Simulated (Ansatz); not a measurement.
# LiH: a single-point run

Aim: a sound single-point run of LiH. The structure is shown as the input types it. The cell is built on a prototype (zincblende) and needn't be the phase found in nature.

Computed with Ansatz 0.2.0 (density functional or hybrid calculation with the settings of its input, plane waves (as first typed), unless a step's input says otherwise).

4 further runs of the same task are left out: 4 that didn't finish.

### Step 1. Starting point

Symmetry: F-43m, No. 216, cubic system. Conventional cell: a = 4.290 Å, b = 4.290 Å, c = 4.290 Å, α = 90.00°, β = 90.00°, γ = 90.00°. Around Li (site symmetry -43m) lie 4 H at 1.86 Å. H (site symmetry -43m) is surrounded by 4 Li at 1.86 Å.

As a file:

```
CELL_PARAMETERS angstrom
0.00000 2.14512 2.14512
2.14512 0.00000 2.14512
2.14512 2.14512 0.00000
ATOMIC_POSITIONS crystal
Li 0.00000 0.00000 0.00000
H 0.25000 0.25000 0.25000
```

### Step 2. The run

The input, input.yaml:

```yaml
crystal:
  lattice:
    - [0.0, 2.1451220099, 2.1451220099]
    - [2.1451220099, 0.0, 2.1451220099]
    - [2.1451220099, 2.1451220099, 0.0]
  atoms:
    - { symbol: Li, position: [0.0, 0.0, 0.0] }
    - { symbol: H, position: [0.25, 0.25, 0.25] }
kpoints:
  mp_grid: { grid: [4, 4, 4] }
hamiltonian:
  xc: hse06
scf:
  occupations: { method: fixed }
  n_extra_bands: 4
  max_iter: 66
output:
  forces: true
  stress: true
  eigenvalues: true
basis:
  ecutwfc: 40
```

Started as:

```console
ansatz run input.yaml --threads 4 --pin off --max-ram 3686MiB --backend cpu --events-out ev --progress --plain --runs-dir out
```

**Question.** How will this run end, and is anything wrong with its input?

The run converged and reported no error, with warnings (band table not solved further, cushion resolved, cutoff below recommended). It gives a pressure of -23 GPa, which is large.

Look at the input: basis.ecutwfc is 40. The basis cutoff is far too low: the plane waves can't represent the orbitals near the cores. The potentials' recommended cutoff is 420 eV.

To check: delete basis.ecutwfc (the default then holds).
